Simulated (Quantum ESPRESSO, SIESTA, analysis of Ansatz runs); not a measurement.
# H_N in GaN (F-43m): levels and formation energies (SIESTA)

Question: at which Fermi levels does H_N in GaN (F-43m) change its charge? Model: a cell of 54 host atoms with 1 N taken out and 1 H put in.

Method: SIESTA numerical-orbital DFT, PBEsol, DZP basis, PseudoDojo 0.4.1 potentials converted to PSML; charged supercells in a uniform background, point-charge correction with alignment at far sites, in SIESTA 5.4.2.

## Step 1: The starting structure

The cell holds 54 atoms: 27 Ga, 26 N and 1 H. Cell: a = 9.607 Å, b = 9.607 Å, c = 9.607 Å, α = 60.0°, β = 60.0°, γ = 60.0°. It derives from GaN (space group F-43m). Nearest the centre at fractional (0.417, 0.417, 0.417): H28 at 0.00 Å, Ga45 at 1.96 Å, Ga33 at 1.96 Å, Ga29 at 1.96 Å, Ga27 at 1.96 Å, N40 at 3.20 Å, N16 at 3.20 Å, N24 at 3.20 Å.

Structure file:

```xyz
54
Lattice="0.0026 6.7935 6.7935 6.7935 0.0026 6.7935 6.7935 6.7935 0.0026" Properties=species:S:1:pos:R:3 pbc="T T T"
Ga   -0.0002   -0.0002   -0.0002
N     1.1321    1.1321    1.1321
Ga    2.2643    2.2643    0.0007
N     3.3966    3.3966    1.1330
Ga    4.5288    4.5288    0.0016
N     5.6611    5.6611    1.1338
Ga    2.2643    0.0007    2.2643
N     3.3966    1.1330    3.3966
Ga    4.5288    2.2652    2.2652
N     5.6611    3.3975    3.3975
Ga    6.7933    4.5297    2.2660
N     7.9256    5.6620    3.3983
Ga    4.5288    0.0016    4.5288
N     5.6611    1.1338    5.6611
Ga    6.7933    2.2660    4.5297
N     7.9256    3.3983    5.6620
Ga    9.0578    4.5305    4.5305
N    10.1901    5.6628    5.6628
Ga    0.0007    2.2643    2.2643
N     1.1330    3.3966    3.3966
Ga    2.2652    4.5288    2.2652
N     3.3975    5.6611    3.3975
Ga    4.5297    6.7933    2.2660
N     5.6620    7.9256    3.3983
Ga    2.2652    2.2652    4.5288
N     3.3975    3.3975    5.6611
Ga    4.5297    4.5297    4.5297
H     5.6620    5.6620    5.6620
Ga    6.7942    6.7942    4.5305
N     7.9264    7.9264    5.6628
Ga    4.5297    2.2660    6.7933
N     5.6620    3.3983    7.9256
Ga    6.7942    4.5305    6.7942
N     7.9264    5.6628    7.9264
Ga    9.0586    6.7950    6.7950
N    10.1909    7.9273    7.9273
Ga    0.0016    4.5288    4.5288
N     1.1338    5.6611    5.6611
Ga    2.2660    6.7933    4.5297
N     3.3983    7.9256    5.6620
Ga    4.5305    9.0578    4.5305
N     5.6628   10.1901    5.6628
Ga    2.2660    4.5297    6.7933
N     3.3983    5.6620    7.9256
Ga    4.5305    6.7942    6.7942
N     5.6628    7.9264    7.9264
Ga    6.7950    9.0586    6.7950
N     7.9273   10.1909    7.9273
Ga    4.5305    4.5305    9.0578
N     5.6628    5.6628   10.1901
Ga    6.7950    6.7950    9.0586
N     7.9273    7.9273   10.1909
Ga    9.0595    9.0595    9.0595
N    10.1918   10.1918   10.1918
```

The host's dielectric constants go in as inputs: 6.13 for the electrons alone, 10.76 with the ions, from a response run on this crystal (DFPT, PBEsol, Quantum ESPRESSO) at that run's own cell.

The cell's shortest repeat is 9.6 Å.

The primitive cell was relaxed at this level beforehand, to 23.21 Å³.

The defect-free supercell was relaxed beforehand, from displaced atoms: they ended at most 0.01 Å from the sites they started about, so the symmetric structure holds.

## Step 2: Band edges

Levels are counted from the valence top, which comes from the unit cell, dense mesh; the energy of the host comes from the defect-free supercell at the defects' own k-points, so that the host's part of the sampling error cancels.

host.fdf reads:

```
SystemName                      GaN
SystemLabel                     host
NumberOfSpecies                 2
NumberOfAtoms                   2
%block ChemicalSpeciesLabel
  1   31 Ga
  2    7 N
%endblock ChemicalSpeciesLabel
LatticeConstant                 1.0 Ang
%block LatticeVectors
     0.000875000     2.264491000     2.264491000
     2.264491000     0.000875000     2.264491000
     2.264491000     2.264491000     0.000875000
%endblock LatticeVectors
AtomicCoordinatesFormat         Fractional
%block AtomicCoordinatesAndAtomicSpecies
    -0.000042385    -0.000042385    -0.000042385  1
     0.249919368     0.249919368     0.249919368  2
%endblock AtomicCoordinatesAndAtomicSpecies
%block kgrid.MonkhorstPack
   12   0   0  0.00
    0  12   0  0.00
    0   0  12  0.00
%endblock kgrid.MonkhorstPack
XC.Functional                   GGA
XC.Authors                      PBEsol
PAO.BasisSize                   DZP
PAO.EnergyShift                 0.005 Ry
Mesh.Cutoff                     300 Ry
OccupationFunction              FD
ElectronicTemperature           0.01 eV
MaxSCFIterations                150
SCF.MustConverge                true
SCF.Mixer.Method                Pulay
SCF.Mixer.Weight                0.2
SCF.Mixer.History               10
SCF.DM.Tolerance                1.0e-4
SCF.H.Tolerance                 1.0e-3 eV
WriteForces                     true
Charge.Mulliken                 end
```

Started as:

```bash
> OMP_NUM_THREADS=1 siesta host.fdf > host.out
```

The log of the run:

```text
Version         : 5.4.2

                           ***********************
                           *  WELCOME TO SIESTA  *
                           ***********************

[...]
reinit: Reading from file host.fdf

reinit: -----------------------------------------------------------------------
reinit: System Name: GaN
reinit: -----------------------------------------------------------------------
reinit: System Label: host
reinit: -----------------------------------------------------------------------

initatom: Reading input for the pseudopotentials and atomic orbitals ----------
Species number:   1 Atomic number:   31 Label: Ga
Species number:   2 Atomic number:    7 Label: N

[... pseudopotential checks and orbital generation ...]

prinput: Basis input

PAO.BasisType split

%block ChemicalSpeciesLabel
    1   31 Ga                      # Species index, atomic number, species label
    2    7 N                       # Species index, atomic number, species label
%endblock ChemicalSpeciesLabel

%block PAO.Basis                 # Define Basis set
# WARNING: This information might be incomplete!
[...]
(Free)E + p*V (eV/cell)    -2359.2450
Target enthalpy (eV/cell)    -2359.2365
[...]
siesta: Final energy (eV):
siesta:  Band Struct. =    -300.928224
siesta:       Kinetic =    1897.633525
siesta:       Hartree =     592.178091
siesta:         Exch. =    -607.176754
siesta:         Corr. =     -39.278050
siesta:   Exch.-corr. =    -646.454804
siesta:  Ion-electron =   -2924.813018
siesta:       Ion-ion =   -1277.780327
siesta:         Total =   -2359.236533
siesta:         Fermi =      -5.464931
[...]
siesta: Stress tensor (static) (eV/Ang**3):
siesta:     0.000363   -0.000197   -0.000197
siesta:    -0.000197    0.000363   -0.000197
siesta:    -0.000197   -0.000197    0.000363
[...]
siesta: Cell volume =         23.210794 Ang**3
[...]
siesta: Pressure (static):
siesta:                Solid            Molecule  Units
siesta:          -0.00000396         -0.00000242  Ry/Bohr**3
siesta:          -0.00036322         -0.00022202  eV/Ang**3
siesta:          -0.58193601         -0.35572156  kBar
[...]
mulliken: Qtot =       18.000

Mulliken Atomic Populations:
Atom #   charge [q] valence [e]  Species
     1     0.862956   12.137044  Ga
     2    -0.862956    5.862956  N
 Total     0.000000

Job completed
```

Elapsed: 47 s, on 1 MPI rank of Arm Neoverse V1, shared host; peak memory 0.21 GiB.

The gap at this level is 1.65 eV.

Test of the sampling: at one point at (¼, ¼, ¼) the host's energy lies 74 meV an atom above its value on the primitive cell's dense mesh, too far, so all defect runs take a 2×2×2 mesh.

(Continued in part 2 of 3.)

[Logs are printed without paths, hosts, clocks, repeated set-up lines and the standing remarks that a program may print on its own settings, such as how far it seeks lower states.]

[Hosts, paths, dates, database ids (printed as entryN), source tags and the programs' standing remarks are cut or masked in the printed files.]

[For some hosts the program warned that the k-mesh of the response run may be too coarse for force constants and the static dielectric constant; such warnings are not shown here.]

[Charge tables in the logs are Mulliken or Hirshfeld populations, whose sizes and signs can differ; where basis functions stand at a vacancy, SIESTA counts their charge against the missing atom's valence.]

[In relaxation paths of CP2K, step 0 can be the structure after the first move, since the trajectory file begins there, and the last row can be the final structure solved once more.]
